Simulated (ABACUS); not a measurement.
Pt:

```xyz
1
Lattice="0.0000 1.9609 1.9609 1.9609 0.0000 1.9609 1.9609 1.9609 0.0000" Properties=species:S:1:pos:R:3 pbc="T T T"
Pt    0.0000    0.0000    0.0000
```

| Property | Result |
| --- | --- |
| Program | ABACUS 3.10.1 |
| Task | relaxation of cell and atoms |
| Functional | HLE16 |
| Potentials or basis | Ansatz NC PBE |
| Cutoff | 1143 eV |
| Density cutoff | 4572 eV |
| Basis | plane waves |
| k mesh | 10 × 10 × 10 |
| Occupations | fermi-dirac, width 0.05 eV |
| Spin | no spin polarisation |

At the start: pressure -35.0 GPa; volume 15.08 Å³/atom.

Task: Where does the relaxation end?

Result: Over 6 steps the energy falls by 274.3 meV/atom and the volume is 12.96 Å³/atom (-14.0 %); space group Fm-3m (No. 225, to 0.05 Å).

The path:
| step | energy change (eV) | largest force (eV/Å) | pressure (GPa) | volume (Å³) |
| --- | --- | --- | --- | --- |
| 1 | 0.0000 | 0.0000 | -34.99 | 15.08 |
| 2 | 3.2060 | 0.0000 | 400.00 | 8.79 |
| 3 | -0.2688 | 0.0000 | -6.62 | 13.22 |
| 4 | -0.2727 | 0.0000 | -3.61 | 13.10 |
| 5 | -0.2736 | 0.0000 | -2.45 | 13.06 |
| 6 | -0.2743 | 0.0000 | -0.01 | 12.96 |

Final structure:
```cif
data_structure
_symmetry_space_group_name_H-M 'P 1'
_symmetry_Int_Tables_number 1
_cell_length_a 2.6368
_cell_length_b 2.6368
_cell_length_c 2.6368
_cell_angle_alpha 60.000
_cell_angle_beta 60.000
_cell_angle_gamma 60.000
_cell_volume 12.96
loop_
_atom_site_label
_atom_site_type_symbol
_atom_site_fract_x
_atom_site_fract_y
_atom_site_fract_z
_atom_site_occupancy
Pt1 Pt 0.00000 0.00000 0.00000 1
```

Caveat: the potentials were made for a functional far from this one; the potentials were made for another functional, which shifts forces and pressure; the volume moved by -14 % from the deposited cell, more than functionals usually miss.
